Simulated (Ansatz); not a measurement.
# I (Fmmm) in Ansatz: further runs

The runs below take I through single point, with PBE.

Everything below comes from runs of Ansatz 0.2.0. Logs are shortened: lines on timing, memory, paths and dates and some standing lists are left out, and cuts for length are marked.

### Step 1. Starting point

Symmetry: Fmmm, No. 69, orthorhombic system. Conventional cell: a = 4.384 Å, b = 4.731 Å, c = 7.820 Å, α = 90.00°, β = 90.00°, γ = 90.00°. I (site symmetry mmm) is surrounded by 4 I at 3.23 Å.

### Step 2. Single point, PBE

input.yaml

```yaml
crystal:
  lattice:
    - [0.0, 2.3656004428, 3.9098401324]
    - [2.1922454667, 0.0, 3.9098401324]
    - [2.1922454667, 2.3656004428, 0.0]
  atoms:
    - { symbol: I, position: [0.0, 0.0, 0.0] }
hamiltonian:
  xc: pbe
  pseudopotentials: { kind: paw }
kpoints:
  mp_grid: { grid: [9, 9, 9] }
scf:
  occupations: { method: gaussian, width: 0.02 }
output:
  forces: true
  stress: true
  eigenvalues: true
```

Potentials or basis: Ansatz PAW.

Run with:

```bash
$ ansatz run input.yaml --threads 2 --pin off --max-ram 5632MiB --backend cpu --events-out ev --progress --plain --runs-dir out
```

Log:

```text
Warning: RAYON_NUM_THREADS=2 ignored (pool sized by the plan → 2); use --threads N
Engine: ansatz 0.2.0, x86_64-unknown-linux-gnu
Pseudopotentials: kind: paw
Pseudopotential: I, paw, valence charge 17, recommended cutoff 420 eV (normal), I.paw.azcp
Functional definition: PBE
  parameter kappa = 0.804
  parameter beta = 0.06672455060314922
  exchange = pbe_x(kappa = kappa, mu = beta*pi^2/3)
  correlation = pbe_c(beta = beta)
Crystal: 1 atoms, lattice volume = 40.553 Å³
Basis set: ecut = 420 eV, 797 PW (Γ), exchange–correlation on 64×60×48 points (8 copies of the dense FFT grid, shifted against one another)
Bands: 13, of which v1, the nominal top of the filled ones, is band 9 counted from 1 (8 counted from 0)
Symmetry: 8 space group operations
Space group: Fmmm (ITA 69), of the structure as read, at distance tolerance 3.4e-5 Å
k-points: 125 of 729
Non-local potential: I, projectors of the file, l = 0: 2, l = 1: 2, l = 2: 2, l = 3: 2
PAW form: soft (Blöchl's): semilocal exchange-correlation on the pseudo side does not see the compensation charge
PAW one-centre angular grid: I, 590 points (default); XC on 64 Gauss nodes
Initial density: superposition of atomic densities (neutral atoms: chi_scale 0, normalization atom), corrected by the library's trained network
Initial wavefunctions: pseudopotential atomic-orbital guess
Functional: x = pbe(κ = 0.804, μ = 0.2195149727645171), c = pbe(β = 0.06672455060314922)
SCF iter   1: F=—  HF=-7512.776999 eV  |F-HF|=—  |Δ(HF+E_count)|=         —  Δρ=1.11e-3  dr2=4.17e-4  ethr=1.77e-3  ⟨swp⟩=6.3  Hψ=10965  notcnv=0
preconditioner: auto → LDOS  [insulator: Δε(μ)=0.037 eV  Ē_g=13.209 eV  σ=0.020 eV  W_gap=0.52  n_scr=10 (ndim 8)  ℏωp=15.4 eV  f_vac=0.087  D(μ)=0.85/eV (n_scr^D=2)  ε∞_Penn≈2.4  β→1.0]
SCF iter   2: F=—  HF=-7512.776871 eV  |F-HF|=—  |Δ(HF+E_count)|=   1.28e-4  Δρ=7.15e-4  dr2=2.09e-4  ethr=2.45e-6  ⟨swp⟩=2.3  Hψ=4246  notcnv=0  defer=50
SCF iter   3: F=—  HF=-7512.776749 eV  |F-HF|=—  |Δ(HF+E_count)|=   1.22e-4  Δρ=1.43e-4  dr2=8.57e-6  ethr=1.23e-6  ⟨swp⟩=2.0  Hψ=2681  notcnv=0  defer=50
SCF iter   4: F=—  HF=-7512.776749 eV  |F-HF|=—  |Δ(HF+E_count)|=   3.65e-7  Δρ=4.28e-5  dr2=5.81e-7  ethr=5.04e-8  ⟨swp⟩=2.1  Hψ=2147  notcnv=0  defer=50
iter 5 did not close the SCF: its close was put off for the readings that it lacked (scf_convergence_deferred on its scf_iter line)
SCF iter   5: F=-7512.776748 eV  HF=-7512.776748 eV  |F-HF|=1.41e-8  |Δ(HF+E_count)|=   1.57e-7  Δρ=6.61e-6  dr2=1.13e-8  ethr=3.42e-9  ⟨swp⟩=2.0  Hψ=2009  notcnv=0  defer=50
SCF iter   6: F=-7512.776748 eV  HF=-7512.776748 eV  |F-HF|=8.19e-11  |Δ(HF+E_count)|=   1.50e-8  Δρ=1.35e-6  dr2=8.58e-10  ethr=6.65e-11  ⟨swp⟩=4.1  Hψ=7401  notcnv=0
SCF 1 converged in 6 iterations: F = -7512.776748 eV  dr2 = 8.58e-10
SCF converged after 6 iterations
Free energy (F): -7512.776748 eV
Harris-Foulkes:  -7512.776748 eV  (|F-HF|=8.19e-11)
Internal energy: -7512.776591 eV  (E = F + TS)
E sigma→0 (E₀):  -7512.776670 eV
Entropy (-TS):   -0.000157 eV (-0.157 meV/atom)
Fermi energy:    5.941877 eV
--- Per-component energies (eV) ---
  E_band       = -388.277794
  E_kinetic    = 188.252843
  E_local      = -1987.454629  (includes V_loc(G=0)·N_el)
  E_nonlocal   = -92.325654
  E_hartree    = 1022.148606
  E_xc         = -127.781751
  E_vxc        = -128.141335  (∫ρ·V_xc dr)
  E_paw        = -4814.158775  (= ΣΔE_a)
  E_vpaw       = -412.907233  (= ΣTr[D̂ρ^β])
  E_aug_tail   = -0.000006  (compensation charges beyond the density's cutoff)
  E_ewald      = -1701.457224
  E_smearing   = -0.000157  (= −TS)
  E_closure    = 0.000000  (closes the sum)
  Σ components = -7512.776748   (vs F -7512.776748, Δ=0.00e0)
--- Forces (eV/Å), atoms counted from 1 ---
  atom   1  I      0.00000000    -0.00000000     0.00000000
  max |Σ_I F_I| component: 1.58e-30 eV/Å
--- Stress (GPa, compression-positive) ---
        0.423753      -0.000000       0.000000
       -0.000000       0.138197      -0.000000
        0.000000      -0.000000       0.754657
  P = ⅓ Tr σ = 0.4389 GPa (4.389 kbar)
--- Band table (eV; the first three rows and the last of 125) ---
  k-point 0: bands = ["-39.3961", "-39.3758", "-39.1891", "-39.1548", "-39.1121", "-7.9329", "4.0111", "6.7216", "6.9941", "10.4960", "13.5412", "14.2202", "18.2840"]
  k-point 1: bands = ["-39.3938", "-39.3764", "-39.1895", "-39.1551", "-39.1113", "-7.8018", "4.0075", "5.7466", "6.9510", "10.8608", "13.9194", "15.2763", "15.9791"]
  k-point 2: bands = ["-39.3882", "-39.3780", "-39.1905", "-39.1559", "-39.1091", "-7.4354", "3.6717", "4.1292", "7.1593", "11.5983", "14.0853", "14.3374", "18.0254"]
  k-point 124: bands = ["-39.3938", "-39.3764", "-39.1894", "-39.1550", "-39.1111", "-7.5664", "2.0323", "5.5248", "6.7536", "13.2752", "14.5463", "16.2203", "20.3477"]
```

Wall time 2.2 s (2 threads of Intel Xeon at 2.70GHz, shared host); peak memory 0.38 GiB.

What came out:

```yaml
Free_energy: -7512.7767 eV
Pressure: 0.4 GPa
Band_gap_on_the_k_mesh: none (metal or under the smearing width)
```

Stress tensor (GPa, compression positive):
```
0.42 0.00 0.00
0.00 0.14 0.00
0.00 0.00 0.75
```

Levels at points of the mesh, in eV from the Fermi level:
| k point | band 5 | band 6 | band 7 | band 8 | band 9 | band 10 | band 11 | band 12 | band 13 |
| --- | --- | --- | --- | --- | --- | --- | --- | --- | --- |
| (0.00, 0.00, 0.00) | -45.05 | -13.87 | -1.93 | 0.78 | 1.05 | 4.55 | 7.60 | 8.28 | 12.34 |

Caveat: an odd number of electrons without spin polarisation forces a metal; a magnetic or distorted state may lie lower. Spin-orbit coupling is left out, which matters for the levels of I.

### Step 3. Single point, PBE

input.yaml, as its differences from that of step 2:

```diff
@@ -13,3 +13,3 @@
 scf:
-  occupations: { method: gaussian, width: 0.02 }
+  occupations: { method: gaussian, width: 0.021 }
 output:
```

Potentials or basis: Ansatz PAW.

Run with:

```bash
$ ansatz run input.yaml --threads 2 --pin off --max-ram 5632MiB --backend cpu --events-out ev --progress --plain --runs-dir out
```

It took 2.3 s on 2 threads of Intel Xeon at 2.70GHz, shared host; peak memory 0.38 GiB.

The run converged. Its results:

| Property | Result |
| --- | --- |
| Free energy | -7512.7768 eV |
| Pressure | 0.4 GPa |
| Band gap on the k mesh | none (metal or under the smearing width) |

Stress tensor (GPa, compression positive):
```
0.42 0.00 0.00
0.00 0.14 0.00
0.00 0.00 0.76
```

Levels at points of the mesh, in eV from the Fermi level:
```csv
k point,band 6,band 7,band 8,band 9,band 10,band 11,band 12,band 13
"(0.00, 0.00, 0.00)",-13.87,-1.93,0.78,1.05,4.55,7.60,8.28,12.34
```

Caveat: an odd number of electrons without spin polarisation forces a metal; a magnetic or distorted state may lie lower. The run has no spin-orbit coupling, so splittings on I are missing.

### Step 4. Single point, PBE

input.yaml, as its differences from that of step 3:

```diff
@@ -13,3 +13,3 @@
 scf:
-  occupations: { method: gaussian, width: 0.021 }
+  occupations: { method: gaussian, width: 0.022 }
 output:
@@ -18 +18,5 @@
   eigenvalues: true
+  write_density: true
+  write_potential: true
+  elf: true
+  volumetric_format: npy
```

Run with:

```bash
$ ansatz run input.yaml --threads 2 --pin off --max-ram 5632MiB --backend cpu --events-out ev --progress --plain --runs-dir out
```

It took 3.6 s on 2 threads of Intel Xeon at 2.70GHz, shared host; peak memory 0.38 GiB.

Results (log left out):

| Quantity | Value |
| --- | --- |
| Free energy | -7512.7768 eV |
| Pressure | 0.4 GPa |
| Band gap on the k mesh | none (metal or under the smearing width) |

Stress tensor (GPa, compression positive):
```
0.42 0.00 0.00
0.00 0.14 0.00
0.00 0.00 0.76
```

Levels at points of the mesh, in eV from the Fermi level:
```tsv
k point	band 5	band 6	band 7	band 8	band 9	band 10	band 11	band 12	band 13
(0.00, 0.00, 0.00)	-45.05	-13.87	-1.93	0.78	1.05	4.55	7.60	8.28	12.34
```

Caveat: an odd number of electrons without spin polarisation forces a metal; a magnetic or distorted state may lie lower.

### Step 5. Single point, PBE

input.yaml, as its differences from that of step 4:

```diff
@@ -13,3 +13,3 @@
 scf:
-  occupations: { method: gaussian, width: 0.022 }
+  occupations: { method: gaussian, width: 0.023 }
 output:
```

Run with:

```bash
$ ansatz run input.yaml --threads 2 --pin off --max-ram 5632MiB --backend cpu --events-out ev --progress --plain --runs-dir out
```

Run time: 3.1 s. Hardware: 2 threads of Intel Xeon at 2.70GHz, shared host; peak memory 0.38 GiB.

It converged, with:

| Property | Result |
| --- | --- |
| Free energy | -7512.7768 eV |
| Pressure | 0.4 GPa |
| Band gap on the k mesh | none (metal or under the smearing width) |

Stress tensor (GPa, compression positive):
```
0.42 0.00 0.00
0.00 0.14 0.00
0.00 0.00 0.76
```

Levels at points of the mesh, in eV from the Fermi level:
| k point | band 6 | band 7 | band 8 | band 9 | band 10 | band 11 | band 12 | band 13 |
| --- | --- | --- | --- | --- | --- | --- | --- | --- |
| (0.00, 0.00, 0.00) | -13.88 | -1.93 | 0.78 | 1.05 | 4.55 | 7.60 | 8.28 | 12.34 |

Caveat: an odd number of electrons without spin polarisation forces a metal; a magnetic or distorted state may lie lower. Spin-orbit coupling is left out, which matters for the levels of I.

### Step 6. Single point, PBE

input.yaml, as its differences from that of step 5:

```diff
@@ -13,3 +13,3 @@
 scf:
-  occupations: { method: gaussian, width: 0.023 }
+  occupations: { method: gaussian, width: 0.024 }
 output:
@@ -18,5 +18 @@
   eigenvalues: true
-  write_density: true
-  write_potential: true
-  elf: true
-  volumetric_format: npy
```

Potentials or basis: Ansatz PAW.

Run with:

```bash
$ ansatz run input.yaml --threads 2 --pin off --max-ram 5632MiB --backend cpu --events-out ev --progress --plain --runs-dir out
```

Run time: 2.6 s. Hardware: 2 threads of Intel Xeon at 2.70GHz, shared host; peak memory 0.38 GiB.

The run converged. Its results:

* Free energy: -7512.7768 eV
* Pressure: 0.4 GPa
* Band gap on the k mesh: none (metal or under the smearing width)

Stress tensor (GPa, compression positive):
```
0.42 0.00 0.00
0.00 0.14 0.00
0.00 0.00 0.76
```

Levels at points of the mesh, in eV from the Fermi level:
```csv
k point,band 7,band 8,band 9,band 10,band 11,band 12
"(0.00, 0.00, 0.00)",-1.93,0.78,1.05,4.55,7.60,8.28
```

Caveat: an odd number of electrons without spin polarisation forces a metal; a magnetic or distorted state may lie lower.

### Step 7. Overview

```csv
smearing,gap on the mesh (eV),pressure (GPa)
gaussian 0.02 eV,none,0.4
gaussian 0.021 eV,none,0.4
gaussian 0.022 eV,none,0.4
gaussian 0.023 eV,none,0.4
gaussian 0.024 eV,none,0.4
```

Alike in all rows: task single point; level PBE; potentials or basis Ansatz PAW; no spin polarisation; cell as given; k mesh 9 × 9 × 9; cutoff (eV) 420.

Every run on the cell as given and a fine mesh finds a metal.

Caveats: an odd number of electrons without spin polarisation forces a metal; a magnetic or distorted state may lie lower.

Absolute energies hang on the potentials; compare differences alone.
